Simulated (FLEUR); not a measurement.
# CuO (P-1) in FLEUR: further runs

The runs below take CuO through single point, with PBE.

Everything below comes from runs of FLEUR MaX-R8.1 (later development tree). Logs are shortened: lines on timing, memory, paths and dates and some standing lists are left out, and cuts for length are marked.

### 1 The crystal as given

The typed cell holds 4 atoms: a = 2.880 Å, b = 2.880 Å, c = 5.176 Å, α = 89.81°, β = 89.81°, γ = 89.22°.

The cell comes from a database or a generator and needn't be the stable form of this composition.

### 2 Single point, PBE

File inp.xml:

```xml
<?xml version="1.0" encoding="UTF-8" standalone="no"?>
<fleurInput fleurInputVersion="0.39">
   <comment>
      CuO                                                                                                 
   </comment>
   <calculationSetup>
      <cutoffs Kmax="5.0" Gmax="25.0" GmaxXC="25.0" numbands="0"/>
      <scfLoop itmax="60" minDistance="0.00001" maxIterBroyd="15" imix="Anderson" alpha="0.05" precondParam="0.0" spinf="2.0" sdNocoIR="T"/>
      <coreElectrons ctail="T" frcor="F" kcrel="0" coretail_lmax="0"/>
      <xcFunctional name="pbe" relativisticCorrections="F"/>
      <magnetism jspins="1"/>
      <soc l_soc="F" theta="0.0" phi="0.0" spav="F"/>
      <expertModes spex="0" secvar="F"/>
      <geometryOptimization l_f="F" forcealpha="1.0" forcemix="BFGS" epsdisp="0.00001" epsforce="0.00001"/>
      <ldaU l_linMix="F" mixParam="0.05" spinf="1.0"/>
   </calculationSetup>
   <cell>
      <bzIntegration valenceElectrons="50.0" mode="hist" fermiSmearingEnergy="0.00183747">
         <kPointListSelection listName="default-1"/>
         <!-- k-points included here -->
         <xi:include xmlns:xi="http://www.w3.org/2001/XInclude" href="kpts.xml"> </xi:include>
      </bzIntegration>
      <!-- symmetry operations included here -->
      <xi:include xmlns:xi="http://www.w3.org/2001/XInclude" href="sym.xml"> </xi:include>
      <bulkLattice scale="1.0">
         <bravaisMatrix>
            <row-1>    5.4414681972927115     0.0000000000000000     0.0000000000000000</row-1>
            <row-2>    0.0738368115527736     5.4410496526248124     0.0000000000000000</row-2>
            <row-3>    0.0330614885510789     0.0325881395578954     9.7818634148972290</row-3>
         </bravaisMatrix>
      </bulkLattice>
   </cell>
   <atomSpecies>
      <species name="Copper (Cu)" element="Cu" atomicNumber="29">
         <mtSphere radius="1.9" gridPoints="635" logIncrement="0.019"/>
         <atomicCutoffs lmax="10" lnonsphr="8"/>
         <electronConfig flipSpins="F">
            <coreConfig>(1s1/2) (2s1/2) (2p1/2) (2p3/2)</coreConfig>
            <valenceConfig>(3s1/2) (3p1/2) (3p3/2) (4s1/2) (3d3/2) (3d5/2)</valenceConfig>
            <stateOccupation state="(4s1/2)" spinUp="0.500000" spinDown="0.500000"/>
         </electronConfig>
         <energyParameters s="4" p="4" d="3" f="4"/>
         <lo type="SCLO" l="0" n="3" eDeriv="0"/>
         <lo type="SCLO" l="1" n="3" eDeriv="0"/>
         <lo type="SCLO" l="1" n="3" eDeriv="1"/>
         <lo type="SCLO" l="2" n="3" eDeriv="2"/>
         <lo type="SCLO" l="3" n="4" eDeriv="2"/>
      </species>
      <species name="Oxygen (O)" element="O" atomicNumber="8">
         <mtSphere radius="1.45" gridPoints="487" logIncrement="0.022"/>
         <atomicCutoffs lmax="7" lnonsphr="5"/>
         <electronConfig flipSpins="F">
            <coreConfig>(1s1/2)</coreConfig>
            <valenceConfig>(2s1/2) (2p1/2) (2p3/2)</valenceConfig>
            <stateOccupation state="(2p1/2)" spinUp="0.666667" spinDown="0.666667"/>
            <stateOccupation state="(2p3/2)" spinUp="1.333333" spinDown="1.333333"/>
         </electronConfig>
         <energyParameters s="2" p="2" d="3" f="4"/>
         <lo type="SCLO" l="0" n="2" eDeriv="2"/>
         <lo type="SCLO" l="1" n="2" eDeriv="2"/>
         <lo type="SCLO" l="2" n="3" eDeriv="2"/>
      </species>
   </atomSpecies>
   <atomGroups>
      <atomGroup species="Copper (Cu)">
         <relPos label="                   1">.0000000000 1.000/2.000 .0000000000</relPos>
         <force calculate="T" relaxXYZ="TTT"/>
      </atomGroup>
      <atomGroup species="Copper (Cu)">
         <relPos label="                   2">1.000/2.000 .0000000000 1.000/2.000</relPos>
         <force calculate="T" relaxXYZ="TTT"/>
      </atomGroup>
      <atomGroup species="Oxygen (O)">
         <relPos label="                   3">-.0015760300 .0016717800 -.2501129000</relPos>
         <relPos label="                   4">.0015760300 -.0016717800 .2501129000</relPos>
         <force calculate="T" relaxXYZ="TTT"/>
      </atomGroup>
   </atomGroups>
   <output dos="F" band="F" slice="F">
      <checks vchk="F" cdinf="F"/>
      <bandDOS minEnergy="-.5*Htr" maxEnergy="0.5*Htr" sigma="0.015" storeEVData="T"/>
      <vacuumDOS vacdos="F" integ="F" star="F" nstars="0" locx1="0.0" locy1="0.0" locx2="0.0" locy2="0.0" nstm="0" tworkf="0.0"/>
      <unfoldingBand unfoldBand="F" supercellX="1" supercellY="1" supercellZ="1"/>
      <plotting iplot="0" polar="F">
         <plot TwoD="T" vec1="  1.0  0.0  0.0" vec2="  0.0  1.0  0.0" vec3="  0.0  0.0  1.0" zero="  0.0  0.0  0.0" file="plot"/>
      </plotting>
      <chargeDensitySlicing numkpt="0" minEigenval="0.0" maxEigenval="0.0" nnne="0" pallst="F"/>
      <specialOutput eonly="F"/>
      <moessbauerParams electricFieldGradient="T" isomerShift="T" coreHyperfine="T" valenceHyperfine="T"/>
      <magneticCircularDichroism mcd="F" energyLo="-10.0" energyUp="0.0"/>
   </output>
  <!-- We include the file relax.xml here to enable relaxations (see documentation) -->
  <xi:include xmlns:xi="http://www.w3.org/2001/XInclude" href="relax.xml"> <xi:fallback/> </xi:include>
</fleurInput>
```

File crystal.txt:

```
CuO
&input cartesian=F /
2.8795009639  0.0000000000  0.0000000000
0.0390727580  2.8792794796  0.0000000000
0.0174953863  0.0172449008  5.1763391994
1.8897261246
1.0 1.0 1.0

4
29 0.0000000000  0.5000000000  0.0000000000
29 0.5000000000  0.0000000000  0.5000000000
8 0.9984239700  0.0016717800  0.7498871000
8 0.0015760300  0.9983282200  0.2501129000

&kpt div1=9 div2=9 div3=5 gamma=T /
```

Potentials or basis: all-electron, FLAPW.

Started as:

```sh
inpgen -f crystal.txt -profile precise
# inp.xml edited to the form shown
fleur_MPI
```

The program printed:

```text
Welcome to FLEUR        (www.flapw.de)
      MaX-Release 8.1          (www.max-centre.eu)

 ========== k-point set info ==========
 Selected k-point list: default-1
 k-point list type: mesh
 9 x 9 x 5
 Number of k points: 203

 ------------Calculation Setup---------------------------
 Number of MPI-tasks      :            1
 Number of PE/node        :            1
 Number of OMP-threads    :            1
 Most efficient MPI parallelization for:
           1           7          29         203
 Additional eigenvalue parallelization possible
 Number of basis functions:          764
 Approximate size of matrices (H+S) per k-point:         0.009 GB
 --------------------------------------------------------
 Iteration:     1   Distance:      48.15144214 me/bohr^3
 Iteration:     2   Distance:      36.69975030 me/bohr^3
 Iteration:     3   Distance:      15.39125163 me/bohr^3
 Iteration:     4   Distance:      12.31353574 me/bohr^3
 Iteration:     5   Distance:       7.24046315 me/bohr^3
 Iteration:     6   Distance:       5.62227836 me/bohr^3
 Iteration:     7   Distance:       1.31915639 me/bohr^3
 Iteration:     8   Distance:       0.93753084 me/bohr^3
 Iteration:     9   Distance:       1.38961836 me/bohr^3
 Iteration:    10   Distance:       0.17389439 me/bohr^3
 Iteration:    11   Distance:       0.09130985 me/bohr^3
 Iteration:    12   Distance:       0.01015258 me/bohr^3
 Iteration:    13   Distance:       0.00614441 me/bohr^3
 Iteration:    14   Distance:       0.00455343 me/bohr^3
 Iteration:    15   Distance:       0.00152320 me/bohr^3
 Iteration:    16   Distance:       0.00078755 me/bohr^3
 Iteration:    17   Distance:       0.00068909 me/bohr^3
 Iteration:    18   Distance:       0.00024857 me/bohr^3
 Iteration:    19   Distance:       0.00017776 me/bohr^3
 Iteration:    20   Distance:       0.00005186 me/bohr^3
 Iteration:    21   Distance:       0.00004013 me/bohr^3
 Iteration:    22   Distance:       0.00001633 me/bohr^3
 Iteration:    23   Distance:       0.00000636 me/bohr^3

 ********************************************************************
 Run finished successfully
 Stop message:
   all done
 ********************************************************************
```

Run time: 16 min. Hardware: 1 thread of Arm Neoverse V2, shared host; peak memory 0.23 GiB.

What came out:

| Item | Value |
| --- | --- |
| Free energy | -94165.4676 eV |
| Band gap on the k mesh | none (metal or under the smearing width) |
| Valence electrons inside the program's atomic spheres | Cu 17.07; O 4.64 (radii Cu 1.9, O 1.45 bohr) |

Core levels (eV from the Fermi level):
| atom | levels |
| --- | --- |
| 1 Cu | 1s1/2 -8847.0, 2s1/2 -1060.5, 2p1/2 -928.7, 2p3/2 -908.2 |
| 2 Cu | 1s1/2 -8847.0, 2s1/2 -1060.5, 2p1/2 -928.7, 2p3/2 -908.2 |
| 3 O | 1s1/2 -506.8 |
| 4 O | 1s1/2 -506.8 |

Caveat: the run has no spin polarisation, though such a crystal can be magnetic; semilocal functionals often make such compounds metallic where correlation or magnetic order opens a gap, which also shifts bond lengths.

### 3 Single point, PBE

inp.xml, as its differences from that of step 2:

```diff
@@ -6,3 +6,3 @@
    <calculationSetup>
-      <cutoffs Kmax="5.0" Gmax="25.0" GmaxXC="25.0" numbands="0"/>
+      <cutoffs Kmax="5.16" Gmax="16.0" GmaxXC="16.0" numbands="0"/>
       <scfLoop itmax="60" minDistance="0.00001" maxIterBroyd="15" imix="Anderson" alpha="0.05" precondParam="0.0" spinf="2.0" sdNocoIR="T"/>
@@ -35,3 +35,3 @@
          <mtSphere radius="1.9" gridPoints="635" logIncrement="0.019"/>
-         <atomicCutoffs lmax="10" lnonsphr="8"/>
+         <atomicCutoffs lmax="8" lnonsphr="8"/>
          <electronConfig flipSpins="F">
@@ -50,3 +50,3 @@
          <mtSphere radius="1.45" gridPoints="487" logIncrement="0.022"/>
-         <atomicCutoffs lmax="7" lnonsphr="5"/>
+         <atomicCutoffs lmax="8" lnonsphr="8"/>
          <electronConfig flipSpins="F">
```

crystal.txt is that of step 2.

Potentials or basis: all-electron, FLAPW.

Started as:

```sh
inpgen -f crystal.txt -profile fastHighL
# inp.xml edited to the form shown
fleur_MPI
```

It took 19 min on 1 thread of Arm Neoverse V2, shared host; peak memory 0.18 GiB.

The run converged. Its results:

- Free energy: -94165.5082 eV
- Band gap on the k mesh: none (metal or under the smearing width)
- Valence electrons inside the program's atomic spheres: Cu 17.07; O 4.64 (radii Cu 1.9, O 1.45 bohr)

Levels at points of the mesh, in eV from the Fermi level:
```
           k point  band 21  band 22  band 23  band 24  band 25  band 26  band 27  band 28  band 29  band 30
(0.00, 0.00, 0.00)    -2.46    -2.42    -2.34    -2.05     0.67     0.70     1.47     6.16     7.32    13.64
```

Core levels (eV from the Fermi level):
```
atom                                                    levels
1 Cu  1s1/2 -8847.0, 2s1/2 -1060.5, 2p1/2 -928.7, 2p3/2 -908.2
2 Cu  1s1/2 -8847.0, 2s1/2 -1060.5, 2p1/2 -928.7, 2p3/2 -908.2
 3 O                                              1s1/2 -506.8
 4 O                                              1s1/2 -506.8
```

Caveat: the run has no spin polarisation, though such a crystal can be magnetic; semilocal functionals often make such compounds metallic where correlation or magnetic order opens a gap, which also shifts bond lengths. With open d or f shells a metallic result of PBE can be an artefact of self-interaction; +U or a hybrid may open a gap.
